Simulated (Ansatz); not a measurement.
# Te2Mo under changes of volume

One of the cells (24.965 Å³/atom); the others are scaled copies at fixed shape and fractional positions:

```
Te Mo
1.0
     3.51820    0.00000    0.00000
    -1.75910    3.04685    0.00000
     0.00000    0.00000   13.97360
Te Mo
4 2
Direct
  0.66667 0.33333 0.37900
  0.33333 0.66667 0.87900
  0.66667 0.33333 0.12100
  0.33333 0.66667 0.62100
  0.66667 0.33333 0.75000
  0.33333 0.66667 0.25000
```

| Quantity | Value |
| --- | --- |
| Program | Ansatz 0.2.0 |
| Functional | PBE |
| Potentials or basis | Ansatz PAW |
| Cutoff | 420 eV (not typed: the program's choice for these potentials) |
| k mesh | 9 × 9 × 2 |
| Occupations | fermi-dirac, width 0.05 eV |
| Spin | spin-orbit coupling, no magnetisation |

```tsv
volume (Å³/atom)	energy over the lowest point (meV/atom)	pressure (GPa)	gap on the mesh (eV)	largest force (eV/Å)
23.467	67.85	10.5	0.73	1.127
23.966	39.43	7.8	0.74	0.788
24.466	19.25	5.3	0.75	0.475
24.965	6.44	3.0	0.76	0.186
25.464	?	?	?	?
25.963	0.00	-0.8	0.78	0.326
26.463	5.08	-2.4	0.77	0.553
```

Question: What does the run at 25.464 Å³/atom give?

Answer: Energy over the lowest point 0.25 meV/atom; pressure 1.0 GPa; gap on the mesh 0.77 eV; largest force 0.080 eV/Å.

Worked out: A Birch-Murnaghan fit of order 3 (a polynomial in V^(-2/3)) to the other rows has its minimum at 25.73 Å³/atom with B0 = V·E''(V) = 92 GPa and B' = 4.6 at fixed shape and positions, which overstates the stiffness. It gives 0.26 meV/atom at 25.464 Å³/atom, against the run's 0.25, and -dE/dV = 1.0 GPa, against 1.0. A parabola through the other rows of the gap, of slope 0.282 eV per unit of ln V there, gives 0.77 eV, against the run's 0.77.

Energies are extrapolated to zero smearing.

Caveats: odd divisions of the mesh miss points on the zone boundary, where band edges often lie, so the gap on the mesh can be too wide; this functional lacks dispersion, which binds the layers, so the pressure and a relaxed spacing across them are unreliable; forces of over 1 eV/Å show positions far from the minimum, so gaps and moduli don't describe the material at rest (some runs).

A mesh can miss the band edges.
